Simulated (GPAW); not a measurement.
# TiTe2 (P-3m1) in GPAW: single point with PBE+U

Aim: the single point of TiTe2 with PBE+U.

Program: GPAW 26.7.0. These are calculated values, not measurements. Logs are shortened: lines on timing, memory, paths and dates and some standing lists are left out, and cuts for length are marked. The log counts tension as positive stress, the text compression.

**1. The structure**

It takes space group P-3m1 (No. 164, trigonal). Conventional cell: a = 3.777 Å, b = 3.777 Å, c = 6.498 Å, α = 90.00°, β = 90.00°, γ = 120.00°. Around Te (site symmetry 3m) lie 3 Ti at 2.77 Å. Ti (site symmetry -3m) has 6 Te at 2.77 Å as nearest neighbours.

**2. Single point, PBE+U**

Input file run.py:

```python
from ase.dft.bandgap import bandgap
from ase.io import read, write
from ase.units import GPa
from gpaw import GPAW, PW

atoms = read('TiTe2.cif')

calc = GPAW(mode=PW(400),
            xc='PBE',
            kpts={'size': (7, 7, 4), 'gamma': True},
            occupations={'name': 'fermi-dirac', 'width': 0.05},
            setups={'Ti': ':d,1.0'},
            nbands=24,
            maxiter=120,
            txt='gpaw.txt')
atoms.calc = calc
energy = atoms.get_potential_energy()
forces = atoms.get_forces()
stress = atoms.get_stress()
calc.write('gs.gpw')
write('result.traj', atoms)
print(f'Energy: {energy:.6f} eV')
print('Forces (eV/A):')
print(forces.round(4))
print('Stress (GPa):', (stress / GPa).round(3))
print('Fermi level:', round(calc.get_fermi_level(), 4), 'eV')
print(f'Gap: {bandgap(calc)[0]:.4f} eV, direct: {bandgap(calc, direct=True)[0]:.4f} eV')
```

Input file TiTe2.cif:

```cif
data_TiTe2
_cell_length_a 3.77700000
_cell_length_b 3.77700000
_cell_length_c 6.49800000
_cell_angle_alpha 90.00000000
_cell_angle_beta 90.00000000
_cell_angle_gamma 120.00000000
_space_group_name_H-M_alt 'P-3m1'
_space_group_name_Hall '-P 3 2"'
_space_group_IT_number 164
loop_
_space_group_symop_operation_xyz
'x,y,z'
'-x,-y,-z'
'-y,x-y,z'
'y,-x+y,-z'
'-x+y,-x,z'
'x-y,x,-z'
'y,x,-z'
'-y,-x,z'
'x-y,-y,-z'
'-x+y,y,z'
'-x,-x+y,-z'
'x,x-y,z'
loop_
_atom_site_label
_atom_site_type_symbol
_atom_site_symmetry_multiplicity
_atom_site_Wyckoff_symbol
_atom_site_fract_x
_atom_site_fract_y
_atom_site_fract_z
_atom_site_occupancy
Te1 Te 2 d 0.3333333333 0.6666666667 0.7372000000 1
Ti1 Ti 1 a 0.0000000000 0.0000000000 0.0000000000 1
```

Potentials or basis: GPAW PAW data sets (gpaw-data 1.2.1), pw.

On the command line:

```sh
> OMP_NUM_THREADS=1 python run.py
```

gpaw.txt:

```text
__  _  _
 | _ |_)|_||  |
 |__||  | ||/\| - 26.7.0

Input parameters:
  mode=PW(ecut=400.0),
  kpts=MonkhorstPack(size=(7, 7, 4), gamma=True),
  maxiter=120,
  nbands=24,
  occupations=Occupations(name='fermi-dirac', width=0.05),
  setups={'Ti': ':d,1.0'},
  xc=XC(name='PBE')

Diagonalizing LCAO Hamiltonian
Converting LCAO to pw mode

        Te

            Te

       Ti

Atoms  # Å, Bohr magnetons
|   | symbol |         x |        y |        z |    initial magnetic moments |
|---|--------|-----------|----------|----------|-----------------------------|
| 0 |     Te | -0.000000 | 2.180652 | 4.790326 | ( 0.0000,  0.0000,  0.0000) |
| 1 |     Te |  1.888500 | 1.090326 | 1.707674 | ( 0.0000,  0.0000,  0.0000) |
| 2 |     Ti |  0.000000 | 0.000000 | 0.000000 | ( 0.0000,  0.0000,  0.0000) |

Unit cell  # Å
| periodic |         x |        y |        z |  lengths |     angles |
|----------|-----------|----------|----------|----------|------------|
|      yes |  3.777000 | 0.000000 | 0.000000 | 3.777000 |  90.000000 |
|      yes | -1.888500 | 3.270978 | 0.000000 | 3.777000 |  90.000000 |
|      yes |  0.000000 | 0.000000 | 6.498000 | 6.498000 | 120.000000 |

Number of symmetries: 12
Symmetry operations  # r_c * U_cc + t_c -> r_c
|    | kind |            matrix            |
|----|------|------------------------------|
|  0 |  σ   |  1, 1, 0,  0,-1, 0,  0, 0, 1 |
|  1 |  S6  |  1, 1, 0, -1, 0, 0,  0, 0,-1 |
|  2 |  E   |  1, 0, 0,  0, 1, 0,  0, 0, 1 |
|  3 |  C2  |  1, 0, 0, -1,-1, 0,  0, 0,-1 |
|  4 |  C2  |  0, 1, 0,  1, 0, 0,  0, 0,-1 |
|  5 |  C3  |  0, 1, 0, -1,-1, 0,  0, 0, 1 |
|  6 |  S6  |  0,-1, 0,  1, 1, 0,  0, 0,-1 |
|  7 |  σ   |  0,-1, 0, -1, 0, 0,  0, 0, 1 |
|  8 |  σ   | -1, 0, 0,  1, 1, 0,  0, 0, 1 |
|  9 |  i   | -1, 0, 0,  0,-1, 0,  0, 0,-1 |
| 10 |  C3  | -1,-1, 0,  1, 0, 0,  0, 0, 1 |
| 11 |  C2  | -1,-1, 0,  0, 1, 0,  0, 0,-1 |

BZ-sampling:
  Number of BZ points: 196
  Number of IBZ points: 28

  Monkhorst-Pack size: [7, 7, 4]
  Monkhorst-Pack shift: [0.0, 0.0, 0.125]

K-points  # in reciprocal-cell coordinates
|     |                                coordinates |     weight |
|-----|--------------------------------------------|------------|
|   0 | (  0.00000000,   0.00000000,   0.00000000) | 0.00510204 |
|   1 | (  0.00000000,   0.00000000,   0.25000000) | 0.01020408 |
|   2 | (  0.00000000,   0.00000000,   0.50000000) | 0.00510204 |
|   3 | (  0.14285714,   0.00000000,  -0.25000000) | 0.03061224 |
|   4 | (  0.14285714,   0.00000000,   0.00000000) | 0.03061224 |
|   5 | (  0.14285714,   0.00000000,   0.25000000) | 0.03061224 |
|   6 | (  0.14285714,   0.00000000,   0.50000000) | 0.03061224 |
|   7 | (  0.28571429,  -0.14285714,   0.00000000) | 0.03061224 |
|   8 | (  0.28571429,  -0.14285714,   0.25000000) | 0.06122449 |
|   9 | (  0.28571429,  -0.14285714,   0.50000000) | 0.03061224 |
| ... |                                            |            |
|  27 | (  0.42857143,   0.42857143,   0.50000000) | 0.03061224 |

Plane wave coefficients: 1485
Cutoff: 400.0 eV

Spin-components: 1 (collinear spins)
Bands:           24
Projectors:      16
Spin-degeneracy: 2
Datatype:        complex128

Parallelization:
  kpt:    1
  domain: 1
  band:   1

Density:
  Valence electrons: 24.0
  Components: 1
  Grid points: [18 18 30]
  Charge: 0.0  # |e|

Potential:
  Grid points: [18 18 30]

species:
  Te:
    name:    Tellurium
    Z:       52.0
    valence: 6
    core:    46
    charge:  0.0  # [|e|]
    compensation charges:
      type: gauss
      rc: 0.36  # [Å]
      lmax: 2
    cutoffs:
      filter: 2.09  # [Å]
      core: 3.17  # [Å]
    projectors
    | kind |    occ | energy [eV] | rcut [Å] |
    |------|--------|-------------|----------|
    |   5s |  2.000 |     -15.089 |    1.180 |
    |   5p |  4.000 |      -5.955 |    1.196 |
    |    s |        |      12.123 |    1.180 |
    |    p |        |      21.256 |    1.196 |
    |    d |        |       0.000 |    1.238 |

    Using partial waves for Te as LCAO basis

  Ti:
    name:    Titanium
    Z:       22.0
    valence: 12
    core:    10
    charge:  0.0  # [|e|]
    Hubbard: {U: 1.0,  # eV
              l: 2,
              scale: True}
    compensation charges:
      type: gauss
      rc: 0.38  # [Å]
      lmax: 2
    cutoffs:
      filter: 2.23  # [Å]
      core: 1.02  # [Å]
    projectors
    | kind |    occ | energy [eV] | rcut [Å] |
    |------|--------|-------------|----------|
    |   3s |  2.000 |     -62.623 |    1.270 |
    |   4s |  2.000 |      -4.466 |    1.270 |
    |   3p |  6.000 |     -38.862 |    1.058 |
    |   4p |  0.000 |      -1.466 |    1.058 |
    |   3d |  2.000 |      -4.258 |    1.058 |
    |    d |        |      22.953 |    1.058 |

    Using partial waves for Ti as LCAO basis

Reference energy: -392805.381149  # eV

eigensolver:
  PPCG
  Converge bands: occupied
  niter=2

density mixing:
  MSR1-Mixer
  Pratt-step length: 0.05
  Maximum mixing coefficient: 0.75
  Old densities: 10
  SVD Regularization: 0.005
  Good broyden scale: 1.0
  Trust region scale: 1.0
  Backstep threshold: 4.0
  History deletion threshold: 6.0
  Fourier metric: weight=20.0, sigma=0.015

occupation numbers:
  Fermi-Dirac:
    width: 0.0500  # eV

poisson solver:
  ecut: 3200.0  # eV

xc functional:
  name: PBE with 2 nearest neighbor stencil

convergence criteria:
- Maximum [total energy] change in last 3 cyles: 0.0005 eV / valence electron
- Maximum integral of absolute [dens]ity change: 0.0001 electrons / valence electron
- Maximum integral of absolute [eigenst]ate change: 4e-08 eV^2 / valence electron
maximum number of iterations: 120

SCF iterations
|iter     | |      energy | eigst |  dens |
|---------|-|-------------|-------|-------|
|iter:   1| |  -14.508721 | -0.07 |       |
|iter:   2| |  -14.459784 | -2.41 | -1.20 |
|iter:   3| |  -14.362549 | -2.12 | -1.24 |
|iter:   4| |  -14.356444 | -2.42 | -1.50 |
|iter:   5| |  -14.322162 | -3.22 | -1.61 |
|iter:   6| |  -14.324940 | -3.76 | -2.10 |
|iter:   7| |  -14.325048c| -4.83 | -2.88 |
|iter:   8| |  -14.325048c| -6.32 | -3.56 |
|iter:   9| |  -14.325049c| -7.49c| -4.14c|

Converged in 9 steps
Energy contributions relative to reference atoms: (reference = -392805.381149)

Energy contributions:
  Kinetic:          24.612820
  Coulomb:         -25.106714
  Zero:              0.375717
  External:          0.000000
  Xc:              -14.201992
  Entropy:          -0.009759
  Spinorbit:         0.000000
  ----------------------------
  Free energy:     -14.329928
  Extrapolated:    -14.325049

dipole moment: (-6.017950, -10.423395, -20.706718)  # |e|*Ang

Fermi level: 6.734
Eigenvalues  # (at kpt = [0.000, 0.000, 0.000])
| band index |      eig [eV] | occ [0-2] |
|------------|---------------|-----------|
|          0 |       -51.116 |     2.000 |
|          1 |       -27.366 |     2.000 |
|          2 |       -27.366 |     2.000 |
|          3 |       -27.323 |     2.000 |
|          4 |        -5.713 |     2.000 |
|          5 |        -4.204 |     2.000 |
[... 9 lines left out ...]
|         15 |         9.752 |     0.000 |
|         16 |         9.752 |     0.000 |
|        ... |               |           |
|         23 |        17.156 |     0.000 |

No gap
No difference between direct/indirect transitions

Forces  # eV/Ang
|        x |        y |        z |
|----------|----------|----------|
| -0.00000 | -0.00000 | -0.01067 |  # Te   0
|  0.00000 |  0.00000 |  0.01067 |  # Te   1
| -0.00000 |  0.00000 |  0.00000 |  # Ti   2

Stress tensor  # eV/Ang^3
|         x |         y |         z |
|-----------|-----------|-----------|
| -0.003386 |  0.000000 |  0.000000 |
| -0.000000 | -0.003386 | -0.000000 |
|  0.000000 | -0.000000 | -0.004054 |

# Writing to gs.gpw (mode='')
```

Wall time 19 s (1 thread of Arm Neoverse V1, shared host); peak memory 0.15 GiB.

These settings aren't checked as converged: the numbers below hold their error.

What came out:

| Item | Value |
| --- | --- |
| Free energy | -14.3299 eV |
| Pressure | 0.6 GPa |
| Largest force | 0.011 eV/Å |
| Band gap on the k mesh | none (metal or under the smearing width) |

Caveat: the cutoff is short for stress and forces, so pressures can be off by a GPa or more; this functional lacks dispersion, which binds the layers, so the pressure and a relaxed spacing across them are unreliable; U without spin polarisation on a metal has little footing; the U is typed as a test and isn't derived for this compound.
